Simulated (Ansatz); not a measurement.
Runs of Ansatz 0.2.0 on CsPbCl3. The structure is cubic, space group Pm-3m (No. 221). Conventional cell: a = 5.605 Å, b = 5.605 Å, c = 5.605 Å, α = 90.00°, β = 90.00°, γ = 90.00°. Pb (site symmetry m-3m) is surrounded by 6 Cl at 2.80 Å. Cs (site symmetry m-3m) is surrounded by 12 Cl at 3.96 Å. Cl (site symmetry 4/mmm) is surrounded by 2 Pb at 2.80 Å. 

| task | level | potentials or basis | k mesh | cutoff (eV) | smearing | basis error allowed | gap on the mesh (eV) | pressure (GPa) |
| --- | --- | --- | --- | --- | --- | --- | --- | --- |
| dielectric tensor | PBEsol | all-electron PAW datasets made for the crystal | 5 × 5 × 5 | 270 | fixed | - | 2.85 | - |
| phonons | PBEsol | all-electron LAPW, scalar-relativistic | 5 × 5 × 5 | 206 | fermi-dirac 0.05 eV | 0.002 eV/atom | 2.85 | - |
| single point | PBE | all-electron LAPW, scalar-relativistic | 5 × 5 × 5 | 209 | fermi-dirac 0.05 eV | 0.001 eV/atom | 2.95 | 1.7 |
| single point | PBEsol | all-electron LAPW, scalar-relativistic | 3 × 3 × 3 | 193 | fermi-dirac 0.03 eV | 0.002 eV/atom | (a) | -0.1 |

Alike in all rows: no spin polarisation; cell as given.

Estimate the missing entries.

(a) 4.18.

Caveats: spin-orbit coupling is left out, which as a rule narrows the gap of such compounds by several tenths of an eV; an odd mesh through Γ misses points on the zone boundary, where band edges often lie; some modes are imaginary (some runs).

A k mesh can miss the band edges, and the runs leave out spin-orbit coupling on Cs, Pb.

Not every run made on this cell is shown here.
